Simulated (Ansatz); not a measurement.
# Squeezing Ag (sc type)

```
CELL_PARAMETERS angstrom
2.75108 0.00000 0.00000
0.00000 2.75108 0.00000
0.00000 0.00000 2.75108
ATOMIC_POSITIONS crystal
Ag 0.00000 0.00000 0.00000
```

The cell comes from a relaxation on PAW files under the same functional, begun from a prototype that needn't be the stable phase.

Its volume is scaled at fixed shape and fractional positions.

Level of theory: DFT with PBE, scalar-relativistic, in Ansatz 0.2.0; a Γ-centred 16×16×16 k mesh, Fermi–Dirac smearing of 0.08 eV, no spin polarisation. LAPW: all electrons, basis error target 1 meV/atom; PAW: frozen-core files, cutoff 420 eV; crystal datasets: all electrons, by PAW datasets that the program makes for each cell; norm-conserving: pseudopotentials, cutoff 960 eV; PAW (cutoff 300 eV): frozen-core files, cutoff 300 eV.

Energies are extrapolated to zero smearing and count from the unscaled cell; pressure is positive in compression; gaps take the mesh and a band path. No temperature or zero-point motion is included.

```
V/V0  V (Å³/atom)  P LAPW (GPa)  ΔE LAPW (eV/atom)  P PAW − LAPW (GPa)  ΔE PAW − LAPW (meV/atom)
1.00        20.82         -0.04              0.000                0.00                       0.0
0.92        19.16          7.04              0.033                0.00                       0.0
0.84        17.49             ?                  ?                   ?                         ?
0.76        15.82          39.9              0.460               -0.03                      -0.1
0.68        14.16          76.4              1.046               -0.06                      -0.5
0.60        12.49         142.5              2.148               -0.10                      -1.3
0.52        10.83         267.2              4.207               -0.22                      -2.9
0.45         9.37         475.2              7.486               -0.32                      -5.4
```

Task: Fit the Vinet equation to the LAPW pressures shown (residuals weighted by 1/(|P| + 0.03·Pmax)), and predict the pressure of the withheld row.

Result: The fit gives V0 = 20.83 Å³/atom, B0 = 63.6 GPa and B0′ = 6.21. At 17.49 Å³/atom, x = (V/V0)^(1/3) = 0.9434, and P = 3·B0·(1 − x)/x²·exp[1.5·(B0′ − 1)·(1 − x)] = 18.90 GPa. The run itself gave 19.12 GPa (-1.2 % off) and ΔE = 0.163 eV/atom.

Task: At the smallest volume, how far do crystal datasets and norm-conserving and PAW (cutoff 300 eV) lie from LAPW in pressure?

Result: crystal datasets: 0.00 GPa; norm-conserving: +0.63 GPa; PAW (cutoff 300 eV): -1.38 GPa, on a LAPW pressure of 475.2 GPa.

Task: How do the Löwdin populations by LAPW change from the unscaled cell to the last row?

Result: Ag 4s 1.99 → 1.95 electrons an atom. These are projections on the shells that the free atoms fill; 0.11 e a cell lies outside them at the start and 0.17 e at the end.
